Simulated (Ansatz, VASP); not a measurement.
## Two plane-wave programs on AlNi3

INCAR

```
SYSTEM = AlNi3
PREC = Accurate
ENCUT = 520
EDIFF = 1E-7
ISMEAR = -1
SIGMA = 0.05
LREAL = .False.
LASPH = .True.
NELM = 120
ALGO = Normal
ISIF = 2
LWAVE = .False.
LCHARG = .False.
ISPIN = 2
MAGMOM = 1 1 1 0
LORBIT = 11
LMAXMIX = 4
GGA = PE
NBANDS = 28
```

Contents of KPOINTS:

```
regular mesh
0
Gamma
  8 8 8
  0 0 0
```

POSCAR

```
AlNi3
1.0
    0.0000000000      2.7640207515      2.7640207515
    2.7640207515      0.0000000000      2.7640207515
    2.7640207515      2.7640207515      0.0000000000
Ni Al
3 1
Direct
    0.7500000000      0.7500000000      0.7500000000
    0.0000000000      0.0000000000      0.0000000000
    0.2500000000      0.2500000000      0.2500000000
    0.5000000000      0.5000000000      0.5000000000
```

input.yaml

```yaml
crystal:
  lattice:
    - [0.0, 2.7640207515, 2.7640207515]
    - [2.7640207515, 0.0, 2.7640207515]
    - [2.7640207515, 2.7640207515, 0.0]
  atoms:
    - { symbol: Ni, position: [0.75, 0.75, 0.75], spin: 1.0 }
    - { symbol: Ni, position: [0.0, 0.0, 0.0], spin: 1.0 }
    - { symbol: Ni, position: [0.25, 0.25, 0.25], spin: 1.0 }
    - { symbol: Al, position: [0.5, 0.5, 0.5] }
hamiltonian:
  xc: pbe
  pseudopotentials: { kind: paw }
magnetization:
  spin_polarized: true
kpoints:
  mp_grid: { grid: [8, 8, 8] }
scf:
  occupations: { method: fermi_dirac, width: 0.05 }
output:
  forces: true
  stress: true
  eigenvalues: true
```

Change from the starting cell: volume scaled by 0.96.

Alike in both runs: task single point; functional PBE; k mesh 8 × 8 × 8; occupations fermi-dirac, width 0.05 eV; collinear spin, ferromagnetic start.

```csv
,VASP,Ansatz
version,VASP 6.6.1,Ansatz 0.2.0
potentials or method,"VASP PAW PBE potentials, release 64 (Ni, Al)",Ansatz PAW
plane-wave cutoff (eV),520,420
valence electrons in the cell,33,57
```

VASP gave:

| Item | Value |
| --- | --- |
| gap on the k mesh at the Fermi level (eV) | none |
| pressure (GPa) | 16.4 |
| net moment per atom (μB) | 0.00 |

Q: What did Ansatz give for the same quantities?

A: gap on the k mesh at the Fermi level (eV): none; pressure (GPa): 16.6; net moment per atom (μB): 0.00.

A gap of «none» marks a metal or a gap that the smearing closes. The two sets of potentials don't hold the same shells in valence.

Caveats: the starting moments weren't kept (Ansatz).
